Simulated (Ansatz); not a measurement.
**Charge transition levels of the C vacancy in SiC, term by term**

Theory: DFT PBE, scalar-relativistic, plane waves, PAW in Ansatz 0.2.0. (420 eV cutoff, 2×2×2 k-mesh, Gaussian smearing of 0.01 eV, collinear spin in charge +1 alone)

Host crystal, relaxed:

```
Si C
1.0
     3.09194    0.00000    0.00000
    -1.54597    2.67770    0.00000
     0.00000    0.00000    5.07429
Si C
2 2
Direct
  0.33333 0.66667 0.49958
  0.66667 0.33333 0.99958
  0.33333 0.66667 0.87542
  0.66667 0.33333 0.37542
```

The C vacancy was set at (0.333, 0.667, 0.875) of the host cell, in a supercell of 48 sites (504 Å³), relaxed at fixed cell in each charge q. The host's Kohn–Sham gap is 2.31 eV and its static dielectric constant 10.6 (mean). For each charge: the supercell's free energy over the neutral one with q electrons exchanged at the valence band top, F(q) − F(0) + qE_v; the image-charge term; and the term that aligns the potential far from the defect with the host's.

```tsv
q	F(q) − F(0) + qE_v (eV)	image charge (eV)	alignment (eV)
+2	-3.047	0.970	-0.609
+1	-1.584	0.243	-0.251
0	0.000	0.000	0.000
```

Q: Add the terms and find the levels between neighbouring charges, ε(q/q′) = [A(q′) − A(q)]/(q − q′), with and without the two corrections.

A: A(q): -2.686 eV for +2, -1.593 eV for +1, 0.000 eV for 0.
```json
{"level": "(+2/+1)", "corrected (eV over E_v)": "1.09", "uncorrected (eV)": "1.46"}
{"level": "(+1/0)", "corrected (eV over E_v)": "1.59", "uncorrected (eV)": "1.58"}
```

As a check, a point charge in a simple cubic cell of this volume has q²αe²/(2εL) = 0.242 q² eV (e² = 14.40 eV Å, α = 2.837, L = 7.96 Å); the shape of the real cell and the anisotropy of ε can change it somewhat. The term grows as q², so it pushes donor levels down and acceptor levels up. The program doubts the alignment for q = +2, so levels beside it are uncertain by about that term.

Q: Which of these charges is lowest with the Fermi level at the valence band top, at mid-gap and at the conduction band bottom?

A: The line A(q) + qE_F that lies lowest gives the charge: +2 at E_F = 0.00 eV, +1 at E_F = 1.15 eV, 0 at E_F = 2.31 eV. In charge 0 the cell has partly filled levels, from a carrier spread over the host's bands, a defect level that the small cell broadens into a band, or a degenerate defect level that the symmetric start can't split, so the levels beside it are doubtful. Charges beyond those computed could lie lower near the band edges.

Q: The neutral defect forms at 4.87 eV with atoms taken from and returned to the elements. What are the formation energies at those three Fermi levels, and what share of sites would hold the defect at 1200 K with E_F at mid-gap, if the host still stood at that temperature?

A: E_f = E_f(0) + A(q) + qE_F = 2.19, 4.44, 4.87 eV. In the dilute limit the share is exp(−E_f/k_BT) = exp(−4.436/0.1034) = 2.4×10⁻¹⁹, leaving out degeneracy and vibrational entropy. This is the C-rich limit; a poorer supply of C lowers E_f, in a binary host by up to its heat of formation per C atom. The small cell and the narrow Kohn–Sham gap leave errors of tenths of an eV or more, which change the share by orders of magnitude.